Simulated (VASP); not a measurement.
Crystal: SnO2 (Cassiterite).

```
Sn O
1.0
     4.73800    0.00000    0.00000
     0.00000    4.73800    0.00000
     0.00000    0.00000    3.18650
Sn O
2 4
Cartesian
  2.3690 2.3690 1.5933
  0.0000 0.0000 0.0000
  3.8240 0.9140 1.5933
  3.2830 3.2830 0.0000
  0.9140 3.8240 1.5933
  1.4550 1.4550 0.0000
```

Base run:

```yaml
Program: VASP 6.6.1
Functional: SCAN
Potentials_or_basis: VASP PAW PBE potentials, release 64 (Sn_d, O)
Cutoff: 520 eV
k_mesh: 6 × 6 × 8
Occupations: fermi-dirac, width 0.05 eV
Spin: no spin polarisation
```

Its results: band gap on the k mesh 1.88 eV, direct; pressure 3.5 GPa; largest force 0.262 eV/Å.

**Question.** The run is repeated on the same cell with these changes: functional from SCAN to r2SCAN; further incar settings from ALGO = Normal; EDIFF = 1e-07; NBANDS = 35 to ALGO = Normal; EDIFF = 1e-07. What comes out?

**Answer.** Band gap on the k mesh 1.99 eV, direct; pressure 4.5 GPa; largest force 0.277 eV/Å.

Caveats: the PAW data sets were made with another functional, which shifts forces and pressure a little; spin-orbit coupling is left out, which moves the levels of the heavy elements.
